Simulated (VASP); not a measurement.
## SrO in VASP: the effect of functional

Crystal: SrO.

```
Sr O
1.0
     0.00000    2.56630    2.56630
     2.56630    0.00000    2.56630
     2.56630    2.56630    0.00000
Sr O
1 1
Direct
  0.50000 0.50000 0.50000
  0.00000 0.00000 0.00000
```

Alike in all runs:

```yaml
Program: VASP 6.6.1
Task: band structure
Cutoff: 520 eV
k_mesh: 9 × 9 × 9
Occupations: fermi-dirac, width 0.05 eV
Spin: no spin polarisation
```

Question: One run gave: gap on the mesh 3.21 eV; pressure 0.1 GPa. Which functional did it use?
A. AM05
B. RPBE
C. PBEsol
D. r2SCAN
E. TPSS

Answer: C.

```csv
functional,potentials or basis,gap on the mesh (eV),pressure (GPa)
PBE,"VASP PAW PBE potentials, release 64 (Sr_sv, O)",3.32,3.9
PBEsol,"VASP PAW PBE potentials, release 64 (Sr_sv, O)",3.21,0.1
LDA,"VASP PAW LDA potentials, release 64 (Sr_sv, O)",3.15,-3.1
RPBE,"VASP PAW PBE potentials, release 64 (Sr_sv, O)",3.44,7.0
revPBE,"VASP PAW PBE potentials, release 64 (Sr_sv, O)",3.41,6.2
BLYP,"VASP PAW PBE potentials, release 64 (Sr_sv, O)",3.45,6.9
AM05,"VASP PAW PBE potentials, release 64 (Sr_sv, O)",3.28,1.0
PW91,"VASP PAW PBE potentials, release 64 (Sr_sv, O)",3.32,3.5
r2SCAN,"VASP PAW PBE potentials, release 64 (Sr_sv, O)",3.80,2.1
SCAN,"VASP PAW PBE potentials, release 64 (Sr_sv, O)",3.78,1.6
TPSS,"VASP PAW PBE potentials, release 64 (Sr_sv, O)",3.40,2.7
```

Caveats: the PAW data sets were made with another functional, which shifts forces and pressure a little (some runs).

A k mesh can miss the band edges.

Not every run made on this cell is shown here.
